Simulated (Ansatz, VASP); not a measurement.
Given: the input of a run of Ansatz 0.2.0 on TiAl.

The input input.yaml:

```yaml
crystal:
  lattice:
    - [3.179064, 0.0, 0.0]
    - [0.0, 3.179064, 0.0]
    - [0.0, 0.0, 3.179064]
  atoms:
    - { symbol: Ti, position: [0.0, 0.0, 0.0] }
    - { symbol: Al, position: [0.5, 0.5, 0.5] }
hamiltonian:
  xc: blyp
  pseudopotentials: { kind: paw }
kpoints:
  mp_grid: { grid: [8, 8, 8] }
scf:
  occupations: { method: fermi_dirac, width: 0.05 }
output:
  forces: true
  stress: true
  eigenvalues: true
relax:
  f_tol: 0.01
  max_steps: 40
  cell: { stress_tol: 0.05 }
```

Potentials or basis: Ansatz PAW.

Run with:

```sh
$ ansatz run input.yaml --threads 2 --pin off --max-ram 5632MiB --backend cpu --events-out ev --progress --plain --runs-dir out
```

Q: Set up the same calculation for VASP 6.6.1. Potentials there: VASP PAW PBE potentials, release 64 (Ti_sv, Al).

A: As run (the cutoff follows the program's own potentials):

INCAR

```
SYSTEM = TiAl
PREC = Accurate
ENCUT = 600
EDIFF = 1E-6
ISMEAR = -1
SIGMA = 0.05
LREAL = .FALSE.
LASPH = .TRUE.
NELM = 100
ALGO = Normal
ISIF = 3
LWAVE = .FALSE.
LCHARG = .FALSE.
GGA = B5
ALDAX = 1.0
AGGAX = 1.0
AGGAC = 1.0
ALDAC = 0.0
IBRION = 2
NSW = 60
EDIFFG = -0.01
```

File KPOINTS:

```
regular mesh
0
G
  8 8 8
  0 0 0
```

POSCAR

```
TiAl
1.0
    3.1790640000      0.0000000000      0.0000000000
    0.0000000000      3.1790640000      0.0000000000
    0.0000000000      0.0000000000      3.1790640000
Ti Al
1 1
Direct
    0.0000000000      0.0000000000      0.0000000000
    0.5000000000      0.5000000000      0.5000000000
```

Potentials or basis: VASP PAW PBE potentials, release 64 (Ti_sv, Al).

The run is started by

```console
$ cat potpaw_PBE.64/Ti_sv/POTCAR potpaw_PBE.64/Al/POTCAR > POTCAR
$ mpirun -np 1 vasp_std > vasp.out
```

Both were run:

|  | VASP | Ansatz | Ansatz less VASP |
| --- | --- | --- | --- |
| gap on the k mesh at the Fermi level, each at its own relaxed structure (eV) | none | none | - |
| relaxed volume (Å³/atom) | 16.67 | 16.63 | -0.032 |
| relaxed cell length with the largest relative difference (Å) | 3.218 | 3.216 | -0.0020 |
| energy change over the relaxation (meV/atom) | -7 | -7 | +0.6 |

A gap of «none» marks a metal or a gap that the smearing closes.

Caveats: the PAW data sets were made with another functional, which shifts forces and pressure a little (VASP); the plane-wave basis is chosen anew once the cell has moved, so the energies of steps on either side of that aren't comparable (Ansatz); the PAW data sets come from PBE, with cores solved anew for the run's functional, which leaves a small shift of forces and pressure (Ansatz).
